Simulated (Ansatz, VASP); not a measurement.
# Os in VASP and in Ansatz

Contents of INCAR:

```
SYSTEM = Os
  ALGO = Normal
  EDIFF = 1E-8
  ENCUT = 520
  GGA = PS
  ISIF = 2
  ISMEAR = -1
  LASPH = .True.
  LCHARG = .False.
  LEFG = .True.
  LREAL = .False.
  LWAVE = .False.
  NBANDS = 10
  NELM = 60
  PREC = Accurate
  SIGMA = 0.05
```

The input KPOINTS:

```
k-points
0
Gamma
  14 14 14
  0 0 0
```

POSCAR

```
Os
1.0
    0.0000000000      1.9450000000      1.9644500000
    1.9450000000      0.0000000000      1.9644500000
    1.9450000000      1.9450000000      0.0000000000
Os
1
Direct
    0.0000000000      0.0000000000      0.0000000000
```

Input for Ansatz:

```yaml
crystal:
  lattice:
    - [0.0, 1.945, 1.96445]
    - [1.945, 0.0, 1.96445]
    - [1.945, 1.945, 0.0]
  atoms:
    - { symbol: Os, position: [0.0, 0.0, 0.0] }
kpoints:
  mp_grid: { grid: [14, 14, 14] }
scf:
  occupations: { method: fermi_dirac, width: 0.05 }
hamiltonian:
  xc: pbesol
  pseudopotentials: { kind: paw }
output:
  forces: true
  stress: true
  eigenvalues: true
  efg: { contact_densities: true }
```

Change from the starting cell: zz strain of +1 %, PAW files.

Alike in both runs: task electric field gradients; functional PBEsol; k mesh 14 × 14 × 14; occupations fermi-dirac, width 0.05 eV; no spin polarisation.

|  | VASP | Ansatz |
| --- | --- | --- |
| version | VASP 6.6.1 | Ansatz 0.2.0 |
| potentials or method | VASP PAW PBE potentials, release 64 (Os) | PAW with Ansatz's default frozen-core files, scalar-relativistic |
| plane-wave cutoff (eV) | 520 | 420 |
| valence electrons in the cell | 8 | 16 |

```csv
,VASP,Ansatz,Ansatz less VASP
pressure (GPa),-23.2,-23.1,+0.10
largest component of the traceless stress (GPa),1.67,1.69,+0.016
Vzz of the field gradient on the site that differs most (V/Å²),1.8,0.4,-1.39
```

The two sets of potentials don't hold the same shells in valence. Ansatz warned: «gradients_without_spin_orbit».

Caveats: so large a pressure means that the cell lies far from this level's equilibrium, or that cutoff or potentials fall short (VASP); the potentials were made for another functional, which shifts forces and pressure (VASP). The runs have no spin-orbit coupling, so splittings on Os are missing.
